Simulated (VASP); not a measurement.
# MgB2 (P6/mmm) in VASP: band structure with HSE06

Aim: the band structure of MgB2 with HSE06.

All numbers are computed with VASP 6.6.1; they aren't measurements. Logs are shortened: lines on timing, memory, paths and dates and some standing lists are left out, and cuts for length are marked.

### 1 The structure

Symmetry: P6/mmm, No. 191, hexagonal system. Conventional cell: a = 3.085 Å, b = 3.085 Å, c = 3.523 Å, α = 90.00°, β = 90.00°, γ = 120.00°. Mg (site symmetry 6/mmm) is surrounded by 12 B at 2.51 Å. B (site symmetry -6m2) is surrounded by 3 B at 1.78 Å.

### 2 Band structure, HSE06

Input file POSCAR:

```
MgB2
1.0
    3.0850000000      0.0000000000      0.0000000000
   -1.5425000000      2.6716883700      0.0000000000
    0.0000000000      0.0000000000      3.5230000000
Mg B
1 2
Direct
    0.0000000000      0.0000000000      0.0000000000
    0.3333333300      0.6666666700      0.5000000000
    0.6666666700      0.3333333300      0.5000000000
```

Input file INCAR.step1:

```
SYSTEM = MgB2
ALGO = Normal
EDIFF = 1E-5
ENCUT = 520
GGA = PE
ISIF = 2
ISMEAR = 0
LASPH = .TRUE.
LCHARG = .FALSE.
LREAL = .FALSE.
LWAVE = .TRUE.
NELM = 80
PREC = Accurate
SIGMA = 0.1
```

Input file INCAR.step2:

```
SYSTEM = MgB2
ALGO = Normal
EDIFF = 1E-7
ENCUT = 520
GGA = PE
HFSCREEN = 0.2
ISIF = 2
ISMEAR = 0
ISTART = 1
LASPH = .TRUE.
LCHARG = .FALSE.
LHFCALC = .TRUE.
LREAL = .FALSE.
LWAVE = .FALSE.
NELM = 80
PREC = Accurate
PRECFOCK = Fast
SIGMA = 0.1
```

Input file KPOINTS:

```
k-points
0
G
  6 6 6
  0 0 0
```

Input file KPOINTS_OPT:

```
path GMKGALHA,LM,KH
10
line-mode
reciprocal
 0.0000000000  0.0000000000  0.0000000000  G
 0.5000000000  0.0000000000  0.0000000000  M

 0.5000000000  0.0000000000  0.0000000000  M
 0.3333333333  0.3333333333  0.0000000000  K

 0.3333333333  0.3333333333  0.0000000000  K
 0.0000000000  0.0000000000  0.0000000000  G

 0.0000000000  0.0000000000  0.0000000000  G
 0.0000000000  0.0000000000  0.5000000000  A

 0.0000000000  0.0000000000  0.5000000000  A
 0.5000000000  0.0000000000  0.5000000000  L

 0.5000000000  0.0000000000  0.5000000000  L
 0.3333333333  0.3333333333  0.5000000000  H

 0.3333333333  0.3333333333  0.5000000000  H
 0.0000000000  0.0000000000  0.5000000000  A

 0.5000000000  0.0000000000  0.5000000000  L
 0.5000000000  0.0000000000  0.0000000000  M

 0.3333333333  0.3333333333  0.0000000000  K
 0.3333333333  0.3333333333  0.5000000000  H
```

Potentials or basis: VASP PAW PBE potentials, release 64 (Mg, B).

On the command line:

```console
$ cat potpaw_PBE.64/Mg/POTCAR potpaw_PBE.64/B/POTCAR > POTCAR
$ cp INCAR.step1 INCAR
$ mpirun -np 1 vasp_std > vasp.out
$ cp INCAR.step2 INCAR
$ mpirun -np 1 vasp_std > vasp.out
```

OUTCAR:

```text
SYSTEM = MgB2
   EDIFF = 1E-7
   ENCUT = 520
   GGA = PE
   HFSCREEN = 0.2
   ISIF = 2
   ISMEAR = 0
   ISTART = 1
   LASPH = .TRUE.
   LHFCALC = .TRUE.
   LREAL = .FALSE.
   NELM = 80
   PREC = Accurate
   PRECFOCK = Fast

 ion  position               nearest neighbor table
   1  0.000  0.000  0.000-   2 2.51   3 2.51   2 2.51   3 2.51   2 2.51   2 2.51   3 2.51   3 2.51
                             3 2.51   3 2.51   2 2.51   2 2.51
   2  0.333  0.667  0.500-   3 1.78   3 1.78   3 1.78   1 2.51   1 2.51   1 2.51   1 2.51   1 2.51
                             1 2.51
   3  0.667  0.333  0.500-   2 1.78   2 1.78   2 1.78   1 2.51   1 2.51   1 2.51   1 2.51   1 2.51
                             1 2.51

  LATTYP: Found a hexagonal cell.
 ALAT       =     3.0850000000
 C/A-ratio  =     1.1419773096

  Lattice vectors:

 A1 = (   3.0850000000,   0.0000000000,   0.0000000000)
 A2 = (  -1.5425000000,   2.6716883700,   0.0000000000)
 A3 = (   0.0000000000,   0.0000000000,   3.5230000000)

Analysis of symmetry for initial positions (statically):
=====================================================================
 Subroutine PRICEL returns:
 Original cell was already a primitive cell.

 Routine SETGRP: Setting up the symmetry group for a
 hexagonal supercell.

 Subroutine GETGRP returns: Found 24 space group operations
 (whereof 24 operations were pure point group operations)
 out of a pool of 24 trial point group operations.

The static configuration has the point symmetry D_6h.

Analysis of symmetry for dynamics (positions and initial velocities):
=====================================================================
 Subroutine PRICEL returns:
 Original cell was already a primitive cell.

 Routine SETGRP: Setting up the symmetry group for a
 hexagonal supercell.

 Subroutine GETGRP returns: Found 24 space group operations
 (whereof 24 operations were pure point group operations)
 out of a pool of 24 trial point group operations.

The dynamic configuration has the point symmetry D_6h.

 Subroutine INISYM returns: Found 24 space group operations
 (whereof 24 operations are pure point group operations),
 and found     1 'primitive' translations

----------------------------------------------------------------------------------------

                                     Primitive cell

  volume of cell :      29.0371

  direct lattice vectors                    reciprocal lattice vectors
     3.085000000  0.000000000  0.000000000     0.324149109  0.187147575  0.000000000
    -1.542500000  2.671688370  0.000000000     0.000000000  0.374295150  0.000000000
     0.000000000  0.000000000  3.523000000     0.000000000  0.000000000  0.283848992

  length of vectors
     3.085000000  3.084999999  3.523000000     0.374295150  0.374295150  0.283848992

  position of ions in fractional coordinates (direct lattice)
     0.000000000  0.000000000  0.000000000
     0.333333330  0.666666670  0.500000000
     0.666666670  0.333333330  0.500000000

  ion indices of the primitive-cell ions
   primitive index   ion index
                 1           1
                 2           2
                 3           3

----------------------------------------------------------------------------------------

 KPOINTS: k-points

Automatic generation of k-mesh.
 Grid dimensions read from file:
 generate k-points for:    6    6    6

 Generating k-lattice:

  Cartesian coordinates                     Fractional coordinates (reciprocal lattice)
     0.054024851  0.031191263  0.000000000     0.166666667  0.000000000  0.000000000
     0.000000000  0.062382525  0.000000000     0.000000000  0.166666667  0.000000000
     0.000000000  0.000000000  0.047308165     0.000000000  0.000000000  0.166666667

  Length of vectors
     0.062382525  0.062382525  0.047308165

  Shift w.r.t. Gamma in fractional coordinates (k-lattice)
     0.000000000  0.000000000  0.000000000

 Subroutine IBZKPT returns following result:
 ===========================================

 Found     28 irreducible k-points:

 Following reciprocal coordinates:
            Coordinates               Weight
  0.000000  0.000000  0.000000      1.000000
  0.166667  0.000000  0.000000      6.000000
  0.333333  0.000000  0.000000      6.000000
  0.500000  0.000000  0.000000      3.000000
  0.166667  0.166667  0.000000      6.000000
  0.333333  0.166667  0.000000     12.000000
[... 16 lines left out ...]
  0.166667  0.000000  0.500000      6.000000
  0.333333  0.000000  0.500000      6.000000
 [... further k-points ...]
   k-points           NKPTS =     28   k-points in BZ     NKDIM =    216   number of bands    NBANDS=      8
   number of dos      NEDOS =    301   number of ions     NIONS =      3
   total plane-waves  NPLWV =  16128
   dimension x,y,z NGX =    24 NGY =   24 NGZ =   28
   dimension x,y,z NGXF=    48 NGYF=   48 NGZF=   56
   ions per type =               1   2
   NGX,Y,Z   is equivalent  to a cutoff of  12.93, 12.93, 13.21 a.u.
   NGXF,Y,Z  is equivalent  to a cutoff of  25.87, 25.87, 26.43 a.u.
 SYSTEM =  MgB2
   PREC   = accura    normal or accurate (medium, high low for compatibility)
   ISTART =      1    job   : 0-new  1-cont  2-samecut
   ICHARG =      0    charge: 1-file 2-atom 10-const
   ISPIN  =      1    spin polarized calculation?
   LNONCOLLINEAR =      F non collinear calculations
   LSORBIT =      F    spin-orbit coupling
   LASPH  =      T    aspherical Exc in radial PAW
   ENCUT  =  520.0 eV  38.22 Ry    6.18 a.u.   5.74  5.74  6.55*2*pi/ulx,y,z
   NELM   =     80;   NELMIN=  2; NELMDL=  0     # of ELM steps
   EDIFF  = 0.1E-06   stopping-criterion for ELM
   LREAL  =      F    real-space projection
   EDIFFG = 0.1E-05   stopping-criterion for IOM
   NSW    =      0    number of steps for IOM
   IBRION =     -1    ionic relax: 0-MD 1-quasi-New 2-CG
   NFREE  =      0    steps in history (QN), initial steepest desc. (CG)
   ISIF   =      2    stress and relaxation
   ISYM   =      3    0-nonsym 1-usesym 2-fastsym
   POTIM  = 0.5000    time-step for ionic-motion
   TEBEG  =    0.0;   TEEND  =   0.0 temperature during run
   PSTRESS=    0.0 pullay stress
   NELECT =       8.0000    total number of electrons
   NUPDOWN=      -1.0000    fix difference up-down
   EMIN   =  10.00;   EMAX   =-10.00  energy-range for DOS
   EFERMI =   0.00;   METHOD = LEGACY
   ISMEAR =     0;   SIGMA  =   0.10  broadening in eV -4-tet -1-fermi 0-gaus
   EFERMI_NEDOS =   21; number of points for ismear=-14 and -15
   IALGO  =     38    algorithm
   IMIX   =      1    mixing-type and parameters
     AMIX     =   0.40;   BMIX     =  1.00
     AMIX_MAG =   1.60;   BMIX_MAG =  1.00
  volume/ion in A,a.u.               =       9.68        65.32
  Fermi-wavevector in a.u.,A,eV,Ry     =   1.065255  2.013040 15.439462  1.134768
  Thomas-Fermi vector in A             =   2.200801
   LORBIT       =      0    0 simple, 1 ext, 2 COOP (PROOUT), +10 PAW based schemes
   GGA     = PE    functional components
   LHFCALC =     T    Hartree Fock is set to
   PRECFOCK=fast      Normal, Fast or Accurate (Low or Medium for compatibility)
   ENCUT4O =  -1.0   cutoff for four orbital integrals eV
   NKREDX  =     1    reduce k-point grid by
   NKREDY  =     1    reduce k-point grid by
   NKREDZ  =     1    reduce k-point grid by
   AEXX    =    0.2500 exact exchange contribution
   HFSCREEN=    0.2000 screening length (either q_TF or 0.3 A-1)
   HFSCREENC=   0.2000 screening length for correlation (either q_TF or 0.3 A-1)
   ENCUTFOCK=  -1.0 apply spherical cutoff to Coloumb kernel
   IVDW    =     0    specifies the selected vdW correction
   LEPSILON=     F    determine dielectric tensor
   LRPA    =     F    only Hartree local field effects (RPA)
 non-spin polarized calculation
 Gauss-broadening in eV      SIGMA  =   0.10
  energy-cutoff  :      520.00
  volume of cell :       29.04
 maximum number of plane-waves:       806
 NGX is ok and might be reduce to    24
  NGX = 14; NGY = 14; NGZ = 16

 number of electron       8.0000000 magnetization

 Free energy of the ion-electron system (eV)
  ---------------------------------------------------
  ext. energy  EPLUGINS =         0.00000000
  ---------------------------------------------------
  free energy    TOTEN  =       -16.76860354 eV

  energy without entropy =      -16.76467641  energy(sigma->0) =      -16.76663998

 E-fermi :   5.2784     XC(G=0):  -8.9668

 val. band max:        5.2781095439   @ k =   0.0000   0.0000   0.0000
 cond. band min:       5.2978206354   @ k =   0.3333   0.1667   0.0000
 fundamental gap:      0.0197110916
 Fermi energy:         5.2783641572

 k-point     1 :       0.0000    0.0000    0.0000
  band No.  band energies     occupation
      1      -9.0356      2.00000
      2       1.7151      2.00000
      3       5.2781      1.00288
      4       5.2781      1.00287
      5       7.1836      0.00000
      6      12.1673      0.00000
      7      12.1673      0.00000
      8      14.1452      0.00000

 k-point     2 :       0.1667    0.0000    0.0000
  band No.  band energies     occupation
      1      -8.5045      2.00000
      2       2.2645      2.00000
      3       2.9737      2.00000
      4       4.2309      2.00000
      5       7.6439      0.00000
      6      11.6554      0.00000
      7      14.2032      0.00000
      8      14.7356      0.00000

 k-point     3 :       0.3333    0.0000    0.0000
  band No.  band energies     occupation
      1      -6.9357      2.00000
      2      -0.8693      2.00000
      3       2.8790      2.00000
      4       3.8534      2.00000
      5       8.8831      0.00000
      6      10.7743      0.00000
      7      11.1801      0.00000
      8      14.6739      0.00000

 k-point     4 :       0.5000    0.0000    0.0000
  band No.  band energies     occupation
      1      -4.7690      2.00000
      2      -3.8905      2.00000
      3       2.3736      2.00000
      4       5.4525      0.01380
      5       8.7838      0.00000
      6       9.5671      0.00000
      7      11.0675      0.00000
      8      13.0380      0.00000

 k-point     5 :       0.1667    0.1667    0.0000
  band No.  band energies     occupation
      1      -7.4541      2.00000
      2       0.8155      2.00000
      3       2.0319      2.00000
      4       3.3486      2.00000
      5       8.6768      0.00000
      6      12.3266      0.00000
      7      12.9544      0.00000
      8      13.4710      0.00000
[... 177 lines left out ...]
 k-point    22 :       0.0000    0.0000    0.5000
  band No.  band energies     occupation
      1      -7.6542      2.00000
      2      -3.3176      2.00000
      3       5.7196      0.00000
      4       5.7196      0.00000
      5      12.5351      0.00000
      6      12.5351      0.00000
      7      14.2606      0.00000
      8      16.0912      0.00000

 k-point    23 :       0.1667    0.0000    0.5000
  band No.  band energies     occupation
      1      -7.1677      2.00000
      2      -2.6981      2.00000
      3       3.5874      2.00000
      4       4.6252      2.00000
      5      11.1216      0.00000
      6      12.3752      0.00000
      7      14.6282      0.00000
      8      16.6084      0.00000

 k-point    24 :       0.3333    0.0000    0.5000
  band No.  band energies     occupation
      1      -5.7190      2.00000
      2      -0.9038      2.00000
      3      -0.0308      2.00000
      4       3.2286      2.00000
      5       6.7503      0.00000
      6      11.7844      0.00000
      7      15.2516      0.00000
      8      15.5392      0.00000

 [... further k-points ...]

------------------------ aborting loop because EDIFF is reached ----------------------------------------

  FORCE on cell =-STRESS in cart. coord.  units (eV):
  Direction    XX          YY          ZZ          XY          YZ          ZX
  --------------------------------------------------------------------------------------
  -------------------------------------------------------------------------------------
  Total       -0.4705582     -0.4705582     -0.5701702     -0.0000000     -0.0000000     -0.0000000
  in kB      -25.9639213    -25.9639213    -31.4602032     -0.0000000     -0.0000000     -0.0000000
  external PRESSURE =     -27.7960153 kB  Pullay stress =       0.0000000 kB

 VOLUME and BASIS-vectors are now :
 -----------------------------------------------------------------------------
  energy-cutoff  :      520.00
  volume of cell :       29.04
      direct lattice vectors                 reciprocal lattice vectors
     3.085000000  0.000000000  0.000000000     0.324149109  0.187147575  0.000000000
    -1.542500000  2.671688370  0.000000000     0.000000000  0.374295150  0.000000000
     0.000000000  0.000000000  3.523000000     0.000000000  0.000000000  0.283848992

 POSITION                                       TOTAL-FORCE (eV/Angst)
 -----------------------------------------------------------------------------------
      0.00000      0.00000      0.00000         0.000000      0.000000      0.000000
     -0.00000      1.78113      1.76150         0.000000      0.000000      0.000000
      1.54250      0.89056      1.76150        -0.000000      0.000000      0.000000
 -----------------------------------------------------------------------------------
    total drift:                                0.000000      0.000000     -0.000000

  FREE ENERGIE OF THE ION-ELECTRON SYSTEM (eV)
  ---------------------------------------------------
  free  energy   TOTEN  =       -16.7686035409 eV

  energy  without entropy=      -16.7646764127  energy(sigma->0) =      -16.76663998
```

Wall time 15 min (1 thread of AMD EPYC 9R45 (Zen 5), shared host); peak memory 0.25 GiB.

Results:

```yaml
Free_energy: -16.7686 eV
Pressure: -2.8 GPa
Band_gap_along_the_path: none (metal or under the smearing width)
```

Levels at the corners of the path, in eV from the Fermi level:
| point | band 1 | band 2 | band 3 | band 4 | band 5 | band 6 | band 7 | band 8 |
| --- | --- | --- | --- | --- | --- | --- | --- | --- |
| Γ | -14.31 | -3.56 | 0.00 | 0.00 | 1.91 | 6.89 | 6.89 | 8.87 |
| M | -10.05 | -9.17 | -2.90 | 0.17 | 3.51 | 4.29 | 5.79 | 7.76 |
| M | -10.05 | -9.17 | -2.90 | 0.17 | 3.51 | 4.29 | 5.79 | 7.76 |
| K | -8.62 | -8.62 | -6.91 | 2.06 | 2.06 | 6.73 | 6.73 | 9.44 |
| K | -8.62 | -8.62 | -6.91 | 2.06 | 2.06 | 6.73 | 6.73 | 9.43 |
| Γ | -14.31 | -3.56 | 0.00 | 0.00 | 1.91 | 6.89 | 6.89 | 8.87 |
| Γ | -14.31 | -3.56 | 0.00 | 0.00 | 1.91 | 6.89 | 6.89 | 8.87 |
| A | -12.93 | -8.60 | 0.44 | 0.44 | 7.26 | 7.26 | 8.98 | 10.97 |
| A | -12.93 | -8.60 | 0.44 | 0.44 | 7.26 | 7.26 | 8.98 | 10.90 |
| L | -8.96 | -8.17 | -4.20 | -2.57 | -1.46 | 6.25 | 9.50 | 9.62 |
| L | -8.96 | -8.17 | -4.20 | -2.57 | -1.46 | 6.25 | 9.50 | 9.62 |
| H | -7.62 | -7.62 | -6.18 | -2.37 | -2.37 | 3.93 | 12.49 | 13.03 |
| H | -7.62 | -7.62 | -6.18 | -2.37 | -2.37 | 3.93 | 12.48 | 13.03 |
| A | -12.93 | -8.60 | 0.44 | 0.44 | 7.26 | 7.26 | 8.98 | 10.97 |
| L | -8.96 | -8.17 | -4.20 | -2.57 | -1.46 | 6.25 | 9.50 | 9.62 |
| M | -10.05 | -9.17 | -2.90 | 0.17 | 3.51 | 4.29 | 5.79 | 7.76 |
| K | -8.62 | -8.62 | -6.91 | 2.06 | 2.06 | 6.73 | 6.73 | 9.49 |
| H | -7.62 | -7.62 | -6.18 | -2.37 | -2.37 | 3.93 | 12.48 | 13.03 |

Caveat: the k mesh is coarse (spacing up to 0.39 Å⁻¹), so the values aren't converged, least of all with exact exchange; the PAW data sets were made with another functional, which shifts forces and pressure a little.
